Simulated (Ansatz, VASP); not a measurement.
TiSi2: VASP beside Ansatz

```xyz
6
Lattice="0.0000 4.1175 4.2629 2.3895 0.0000 4.2629 2.3895 4.1175 0.0000" Properties=species:S:1:pos:R:3 pbc="T T T"
Ti    3.5843    6.1763    6.3943
Ti    2.3895    4.1175    4.2629
Si    1.1948    3.3975    2.1314
Si    1.1948    0.7200    2.1314
Si    2.3895    1.3387    4.2629
Si    2.3895    6.8963    4.2629
```

The cell is a database's computed one.

Alike in both runs: task relaxation of cell and atoms; functional RPBE; k mesh 7 × 7 × 7; occupations fermi-dirac, width 0.05 eV; no spin polarisation.

```csv
,VASP,Ansatz
version,VASP 6.6.1,Ansatz 0.2.0
potentials or method,"VASP PAW PBE potentials, release 64 (Ti_sv, Si)",Ansatz PAW
plane-wave cutoff (eV),600,420
valence electrons in the cell,40,40
```

VASP gave:

| Quantity | Value |
| --- | --- |
| gap on the k mesh at the Fermi level, each at its own relaxed structure (eV) | none |
| relaxed volume (Å³/atom) | 14.40 |
| relaxed cell length with the largest relative difference (Å) | 4.799 |
| energy change over the relaxation (meV/atom) | -6 |

Task: Which values does Ansatz return?

Result: gap on the k mesh at the Fermi level, each at its own relaxed structure (eV): none; relaxed volume (Å³/atom): 14.43; relaxed cell length with the largest relative difference (Å): 4.803; energy change over the relaxation (meV/atom): -7.

A gap of «none» marks a metal or a gap that the smearing closes.

Caveats: the PAW data sets were made with another functional, which shifts forces and pressure a little (VASP); the plane-wave basis is chosen anew once the cell has moved, so the energies of steps on either side of that aren't comparable (Ansatz); the PAW data sets come from PBE, with cores solved anew for the run's functional, which leaves a small shift of forces and pressure (Ansatz).
